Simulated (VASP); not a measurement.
Crystal: CdS.

```
Cd S
1.0
     0.00000    2.75324    2.75324
     2.75324    0.00000    2.75324
     2.75324    2.75324    0.00000
Cd S
1 1
Direct
  0.00000 0.00000 0.00000
  0.50000 0.50000 0.50000
```

Measurements of this composition are mostly on another form, of space group No. 186.

```yaml
Program: VASP 6.6.1
Task: relaxation of cell and atoms
Functional: r2SCAN
Dispersion: rVV10
Potentials_or_basis: VASP PAW PBE potentials, release 64 (Cd, S)
Cutoff: 600 eV
k_mesh: 8 × 8 × 8
Occupations: gaussian, width 0.02 eV
Spin: no spin polarisation
```

At the start: pressure -2.9 GPa; volume 20.87 Å³/atom.

Problem. Where does the relaxation end?

Solution. Over 3 steps the energy falls by 6.9 meV/atom and the volume is 20.13 Å³/atom (-3.6 %); space group Fm-3m (No. 225, to 0.05 Å).

Step by step:
| step | energy change (eV) | largest force (eV/Å) | pressure (GPa) | volume (Å³) |
| --- | --- | --- | --- | --- |
| 1 | 0.0000 | 0.0000 | -2.87 | 41.74 |
| 2 | -0.0101 | 0.0000 | 1.68 | 39.52 |
| 3 | -0.0138 | 0.0000 | 0.01 | 40.26 |

Final structure:
```
CELL_PARAMETERS angstrom
0.00000 2.72021 2.72021
2.72021 0.00000 2.72021
2.72021 2.72021 0.00000
ATOMIC_POSITIONS crystal
Cd 0.00000 0.00000 0.00000
S 0.50000 0.50000 0.50000
```

Caveat: the PAW data sets were made with another functional, which shifts forces and pressure a little.
